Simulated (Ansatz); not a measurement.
**Moving the strain (εzz = s) in Se**

```
Se
1.0
     4.36620    0.00000    0.00000
    -2.18310    3.78124    0.00000
     0.00000    0.00000    4.95360
Se
3
Direct
  0.77460 0.77460 0.00000
  0.00000 0.22540 0.66667
  0.22540 0.00000 0.33333
```

Kept alike: task single point; functional PBEsol; k mesh 6 × 6 × 5; occupations fermi-dirac, width 0.05 eV; no spin polarisation. Program: Ansatz, Ansatz PAW, cutoff 420 eV. The mesh is that of the run's cell of 3 atoms. No spin-orbit coupling.

| s | free energy over the lowest row (meV/atom) |
| --- | --- |
| -0.04 | 26.82 |
| -0.02 | 9.12 |
| -0.01 | ? |
| 0 | 0.84 |
| 0.01 | 0.00 |
| 0.02 | 1.24 |
| 0.04 | 9.60 |

The cell shown is the unstrained one; x, y and z are its Cartesian axes; atoms keep their fractions. All rows use potentials made for PBE.

Fit the rows shown and predict the run at -0.01.

A least-squares parabola through the rows shown is free energy = 10815.6 s² - 211.27 s + 0.898 (largest miss 0.330); at s = -0.01 it gives 4.09 meV/atom. The run gave: free energy over the lowest row 3.85 meV/atom.
